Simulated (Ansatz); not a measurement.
MgO (Fm-3m) under several functionals

**Measured values to compare with.**

From “Study on Pyrolysis Characteristics of Phosphate Tailings under H2O Atmosphere”, 2024, pmc:11084758, for a powder of MgO: lattice constant a 4.21322 ± 0.00005 Å.

Plane-wave DFT in Ansatz with scalar-relativistic PAW potentials. The same structure was relaxed (cell and atoms, symmetry kept) in separate runs at each level. No spin polarisation.

```csv
level,cutoff (eV),k mesh,V (Å³/atom),a (Å),gap (eV),B0 (GPa)
PBE+D3(BJ),420,10×10×10,9.312,4.208,4.77,–
PBEsol,420,10×10×10,9.356,4.214,4.62,157
PBE,420,10×10×10,9.621,4.254,4.46,149
```

Question: Where does r2SCAN (500 eV, k mesh 10×10×10) fall?

Answer: V (Å³/atom) 9.290, a (Å) 4.204, gap (eV) 5.68, B0 (GPa) 167. Its volume is the smallest of the set. The usual order of volumes, PBEsol < PBE, holds here (9.356, 9.621 Å³/atom). As a rule PBEsol, built on the gradient expansion of slowly varying densities, lies between LDA and PBE; PBE's stronger gradient term for exchange weakens bonds. Adding D3 to PBE changes the volume by -3.2 %; the term is attractive, so it pulls cells in. In ionic crystals its C6 for cations, set by coordination number and not by charge, is often too large, so it can pull in too far. r2SCAN lies 3.4 % under PBE in volume. B0 goes from 166.7 to 149.1 GPa as the volume grows by 3.6 %; on one curve with B' = 4.1 the volume alone, B ∝ V^(−B'), would give 144.4 GPa, and the rest of the difference is the functional's own stiffness. Each gap belongs to its own cell, so it mixes the functional's effect with that of the volume; gaps are the least found on the k mesh or on a band path.

For PBE: Against the measured lattice constant a of MgO, 4.21322 Å (powder; “Study on Pyrolysis Characteristics of Phosphate Tailings under H2O Atmosphere”, 2024, pmc:11084758), the calculated 4.254 Å is off by +1.0 %. 4 values of this kind are on record (4.2118 to 4.21322 Å); this one was drawn at random among those near their median, those with a stated uncertainty first. The calculations are for 0 K without zero-point motion.